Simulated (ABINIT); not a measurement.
# Au (Fm-3m) in ABINIT: equation of state with r2SCAN

Aim: the equation of state of Au with r2SCAN.

All numbers are computed with ABINIT 10.8.3 (patched build); they aren't measurements. Logs are shortened: lines on timing, memory, paths and dates and some standing lists are left out, and cuts for length are marked. The log counts tension as positive stress, the text compression.

**What was measured.**

“Exploring toroidal anvil profiles for larger sample volumes above 4 Mbar”, 2024, pmc:11102561 quotes, for a bulk crystal of Au: bulk modulus 167 GPa.

How close the calculation comes is told below.

## Step 1: Starting point

It takes space group Fm-3m (No. 225, cubic). Conventional cell: a = 4.070 Å, b = 4.070 Å, c = 4.070 Å, α = 90.00°, β = 90.00°, γ = 90.00°. Au (site symmetry m-3m) has 12 Au at 2.88 Å as nearest neighbours.

## Step 2: Equation of state, r2SCAN

Contents of run.abi:

```
ndtset 7
getwfk -1
scalecart1 3*0.9795861087
scalecart2 3*0.9864848297
scalecart3 3*0.9932883884
scalecart4 3*1.0000000000
scalecart5 3*1.0066227096
scalecart6 3*1.0131594038
scalecart7 3*1.0196128224

pp_dirpath "./"
pseudos "Au.GGA_PBE-JTH.xml"

acell 3*1.0
rprim
     0.0000000000     3.8455926636     3.8455926636
     3.8455926636     0.0000000000     3.8455926636
     3.8455926636     3.8455926636     0.0000000000
ntypat 1
znucl 79
natom 1
typat 1
xred
     0.0000000000     0.0000000000     0.0000000000

ecut 24.0
pawecutdg 46.0

kptopt 1
ngkpt 11 11 11
nshiftk 1
shiftk 0.0 0.0 0.0

ixc -497498
usekden 1
pawxcdev 0

nband 10
occopt 3
tsmear 0.05 eV

nstep 100
tolvrs 1.0e-7

iomode 3
prtwf 1
prtden 0
prteig 0
prtebands 0
enunit 2
```

Potentials or basis: JTH PAW PBE v2.0.

Started as:

```sh
$ abinit run.abi > log 2>&1
```

run.abo:

```text
.Version 10.8.3 of ABINIT
 DATASET    1 : space group Fm -3 m (#225); Bravais cF (face-center cubic)
================================================================================
 Values of the parameters that define the memory need for DATASET  1.
     intxc =       0    ionmov =       0      iscf =      17    lmnmax =      18
     lnmax =       6     mgfft =      24  mpssoang =       3    mqgrid =    3001
     natom =       1  nloc_mem =       2    nspden =       1   nspinor =       1
    nsppol =       1      nsym =      48    n1xccc =       1    ntypat =       1
    occopt =       3   xclevel =       2
       mpw =         612          nfft =       13824          nkpt =          56
 PAW method is used; the additional fine FFT grid is defined by:
   mgfftf=        36    nfftf =     46656
================================================================================
================================================================================
[... 71 lines left out ...]
 DATASET    7 : space group Fm -3 m (#225); Bravais cF (face-center cubic)
================================================================================
 Values of the parameters that define the memory need for DATASET  7.
     intxc =       0    ionmov =       0      iscf =      17    lmnmax =      18
     lnmax =       6     mgfft =      27  mpssoang =       3    mqgrid =    3001
     natom =       1  nloc_mem =       2    nspden =       1   nspinor =       1
    nsppol =       1      nsym =      48    n1xccc =       1    ntypat =       1
    occopt =       3   xclevel =       2
       mpw =         690          nfft =       19683          nkpt =          56
 PAW method is used; the additional fine FFT grid is defined by:
   mgfftf=        36    nfftf =     46656
================================================================================
================================================================================

--------------------------------------------------------------------------------
------------- Echo of variables that govern the present computation ------------
--------------------------------------------------------------------------------
 -outvars: echo values of preprocessed input variables --------
            acell      1.0000000000E+00  1.0000000000E+00  1.0000000000E+00 Bohr
              amu      1.96966540E+02
             ecut      2.40000000E+01 Hartree
           enunit           2
           getwfk          -1
                       outvar_i_n : Printing only first  50 k-points.
              ixc     -497498
           jdtset        1    2    3    4    5    6    7
                       outvar_i_n : Printing only first  50 k-points.
         kptrlatt       11    0    0      0   11    0      0    0   11
          kptrlen1     5.86021543E+01
          kptrlen2     5.90148591E+01
          kptrlen3     5.94218710E+01
          kptrlen4     5.98233823E+01
          kptrlen5     6.02195752E+01
          kptrlen6     6.06106223E+01
          kptrlen7     6.09966877E+01
            natom           1
            nband          10
           ndtset           7
            ngfft1         24      24      24
            ngfft2         24      24      24
            ngfft3         24      24      24
            ngfft4         24      24      24
            ngfft5         27      27      27
            ngfft6         27      27      27
            ngfft7         27      27      27
          ngfftdg          36      36      36
             nkpt          56
            nstep         100
             nsym          48
           ntypat           1
                       prtocc : prtvol=0, do not print more k-points.
           occopt           3
        pawecutdg      4.60000000E+01 Hartree
         pawxcdev           0
           prtden           0
        prtebands           0
           prteig           0
          prtkden           1
            rprim1     0.0000000000E+00  3.7670891530E+00  3.7670891530E+00
                       3.7670891530E+00  0.0000000000E+00  3.7670891530E+00
                       3.7670891530E+00  3.7670891530E+00  0.0000000000E+00
            rprim2     0.0000000000E+00  3.7936188238E+00  3.7936188238E+00
                       3.7936188238E+00  0.0000000000E+00  3.7936188238E+00
                       3.7936188238E+00  3.7936188238E+00  0.0000000000E+00
            rprim3     0.0000000000E+00  3.8197825393E+00  3.8197825393E+00
                       3.8197825393E+00  0.0000000000E+00  3.8197825393E+00
                       3.8197825393E+00  3.8197825393E+00  0.0000000000E+00
            rprim4     0.0000000000E+00  3.8455926636E+00  3.8455926636E+00
                       3.8455926636E+00  0.0000000000E+00  3.8455926636E+00
                       3.8455926636E+00  3.8455926636E+00  0.0000000000E+00
            rprim5     0.0000000000E+00  3.8710609071E+00  3.8710609071E+00
                       3.8710609071E+00  0.0000000000E+00  3.8710609071E+00
                       3.8710609071E+00  3.8710609071E+00  0.0000000000E+00
            rprim6     0.0000000000E+00  3.8961983703E+00  3.8961983703E+00
                       3.8961983703E+00  0.0000000000E+00  3.8961983703E+00
                       3.8961983703E+00  3.8961983703E+00  0.0000000000E+00
            rprim7     0.0000000000E+00  3.9210155895E+00  3.9210155895E+00
                       3.9210155895E+00  0.0000000000E+00  3.9210155895E+00
                       3.9210155895E+00  3.9210155895E+00  0.0000000000E+00
          spgroup         225
           tolvrs      1.00000000E-07
           tsmear      1.83746611E-03 Hartree
            typat      1
          usekden           1
           useylm           1
                       outvars : Printing only first  50 k-points.
            znucl       79.00000

================================================================================

 chkinp: Checking input parameters for consistency, jdtset=   1.

 chkinp: Checking input parameters for consistency, jdtset=   2.

 chkinp: Checking input parameters for consistency, jdtset=   3.

 chkinp: Checking input parameters for consistency, jdtset=   4.
[... 27 lines left out ...]
 getcut: wavevector=  0.0000  0.0000  0.0000  ngfft=  24  24  24
         ecut(hartree)=     24.000   => boxcut(ratio)=   2.04277

 Fine grid specifications (used for densities):

 getcut: wavevector=  0.0000  0.0000  0.0000  ngfft=  36  36  36
         ecut(hartree)=     46.000   => boxcut(ratio)=   2.21329

 getcut : COMMENT -
  Note that boxcut > 2.2 ; recall that boxcut=Gcut(box)/Gcut(sphere) = 2
  is sufficient for exact treatment of convolution.
  Such a large boxcut is a waste : you could raise ecut
  e.g. ecut=   56.334308 Hartrees makes boxcut=2

--- Pseudopotential description ------------------------------------------------
- pspini: atom type   1  psp file is ./Au.GGA_PBE-JTH.xml
 Pseudopotential format is: paw10
 basis_size (lnmax)=  6 (lmn_size= 18), orbitals=   0   0   1   1   2   2
 Spheres core radius: rc_sph= 2.50869560
 Shapefunction is SIN type: shapef(r)=[sin(pi*r/rshp)/(pi*r/rshp)]**2
 Radius for shape functions =  2.26305713
 Compensation charge density is not taken into account in XC energy/potential

   3.87212569E+02                                ecore*ucvol(ha*bohr**3)
--------------------------------------------------------------------------------

================================================================================

--- !BeginCycle
iteration_state: {dtset: 1, }
solver: {iscf: 17, nstep: 100, nline: 4, wfoptalg: 10, }
tolerances: {tolvrs: 1.00E-07, }
...

     iter   Etot(hartree)      deltaE(h)  residm     nres2
 ETOT  1   15.428398644556     1.543E+01 8.635E-01 1.706E+01
 ETOT  2   15.280370690531    -1.480E-01 9.847E-02 1.801E+01
 ETOT  3   15.337033768470     5.666E-02 1.870E-02 4.145E+00
 ETOT  4   15.312747607452    -2.429E-02 8.132E-03 1.358E+01
 ETOT  5   15.332208370338     1.946E-02 7.616E-03 9.022E-02
 ETOT  6   15.326837863511    -5.371E-03 7.280E-03 1.526E-01
 ETOT  7   15.327167380112     3.295E-04 6.871E-03 1.146E-01
 ETOT  8   15.328000114085     8.327E-04 2.139E-03 2.338E-01
 ETOT  9   15.326793205914    -1.207E-03 2.431E-03 4.498E-02
 ETOT 10   15.326672282132    -1.209E-04 2.454E-03 6.802E-03
 ETOT 11   15.326658402663    -1.388E-05 6.972E-03 2.112E-03
[... 1317 lines left out ...]
 Cartesian components of stress tensor (hartree/bohr^3)
  sigma(1 1)=  8.13743370E-05  sigma(3 2)=  0.00000000E+00
  sigma(2 2)=  8.13743370E-05  sigma(3 1)=  0.00000000E+00
  sigma(3 3)=  8.13743370E-05  sigma(2 1)=  0.00000000E+00

-Cartesian components of stress tensor (GPa)         [Pressure= -2.3941E+00 GPa]
- sigma(1 1)=  2.39411565E+00  sigma(3 2)=  0.00000000E+00
- sigma(2 2)=  2.39411565E+00  sigma(3 1)=  0.00000000E+00
- sigma(3 3)=  2.39411565E+00  sigma(2 1)=  0.00000000E+00

== END DATASET(S) ==============================================================
================================================================================

 -outvars: echo values of variables after computation  --------
            acell      1.0000000000E+00  1.0000000000E+00  1.0000000000E+00 Bohr
           etotal1     1.5326654904E+01
           etotal2     1.5325153689E+01
           etotal3     1.5324056901E+01
           etotal4     1.5323314625E+01
           etotal5     1.5322881943E+01
           etotal6     1.5322719282E+01
           etotal7     1.5322794218E+01
            fcart1    -0.0000000000E+00 -0.0000000000E+00 -0.0000000000E+00
            fcart2    -0.0000000000E+00 -0.0000000000E+00 -0.0000000000E+00
            fcart3    -0.0000000000E+00 -0.0000000000E+00 -0.0000000000E+00
            fcart4    -0.0000000000E+00 -0.0000000000E+00 -0.0000000000E+00
            fcart5    -0.0000000000E+00 -0.0000000000E+00 -0.0000000000E+00
            fcart6    -0.0000000000E+00 -0.0000000000E+00 -0.0000000000E+00
            fcart7    -0.0000000000E+00 -0.0000000000E+00 -0.0000000000E+00
            rprim1     0.0000000000E+00  3.7670891530E+00  3.7670891530E+00
                       3.7670891530E+00  0.0000000000E+00  3.7670891530E+00
                       3.7670891530E+00  3.7670891530E+00  0.0000000000E+00
            rprim2     0.0000000000E+00  3.7936188238E+00  3.7936188238E+00
                       3.7936188238E+00  0.0000000000E+00  3.7936188238E+00
                       3.7936188238E+00  3.7936188238E+00  0.0000000000E+00
            rprim3     0.0000000000E+00  3.8197825393E+00  3.8197825393E+00
                       3.8197825393E+00  0.0000000000E+00  3.8197825393E+00
[... 9 lines left out ...]
                       3.8961983703E+00  3.8961983703E+00  0.0000000000E+00
            rprim7     0.0000000000E+00  3.9210155895E+00  3.9210155895E+00
                       3.9210155895E+00  0.0000000000E+00  3.9210155895E+00
                       3.9210155895E+00  3.9210155895E+00  0.0000000000E+00
           strten1    -7.5479368544E-04 -7.5479368544E-04 -7.5479368544E-04
                       0.0000000000E+00  0.0000000000E+00  0.0000000000E+00
           strten2    -5.6589523046E-04 -5.6589523046E-04 -5.6589523046E-04
                       0.0000000000E+00  0.0000000000E+00  0.0000000000E+00
           strten3    -3.9975877088E-04 -3.9975877088E-04 -3.9975877088E-04
                       0.0000000000E+00  0.0000000000E+00  0.0000000000E+00
           strten4    -2.5419900343E-04 -2.5419900343E-04 -2.5419900343E-04
                       0.0000000000E+00  0.0000000000E+00  0.0000000000E+00
           strten5    -1.2711832579E-04 -1.2711832579E-04 -1.2711832579E-04
                       0.0000000000E+00  0.0000000000E+00  0.0000000000E+00
           strten6    -1.5959484555E-05 -1.5959484555E-05 -1.5959484555E-05
                       0.0000000000E+00  0.0000000000E+00  0.0000000000E+00
           strten7     8.1374336957E-05  8.1374336957E-05  8.1374336957E-05
                       0.0000000000E+00  0.0000000000E+00  0.0000000000E+00
 Calculation completed.
```

Run time: 7.1 min. Hardware: 1 thread of Arm Neoverse V2, shared host; peak memory 0.15 GiB.

Results:

```
Equilibrium volume                      : 17.58 Å³/atom
Bulk modulus                            : 156 GPa
Pressure derivative of the bulk modulus : 6.1
```

Energy against volume, from the lowest point:
| volume (Å³/atom) | energy (meV/atom) |
| --- | --- |
| 15.843 | 107.09 |
| 16.181 | 66.24 |
| 16.518 | 36.40 |
| 16.855 | 16.20 |
| 17.192 | 4.43 |
| 17.529 | 0.00 |
| 17.866 | 2.04 |

Caveat: pressures at fixed basis lie under the slope of the energies; the PAW data sets were made with another functional, which shifts forces and pressure a little.

## Step 3: Comparison with measurements

Step 2. A measured bulk modulus of Au is 167 GPa (quoted in “Exploring toroidal anvil profiles for larger sample volumes above 4 Mbar”, 2024, pmc:11102561); the calculated 156 GPa misses it by -6.7 %. The fit is for a static lattice scaled at fixed shape and fixed fractional positions.
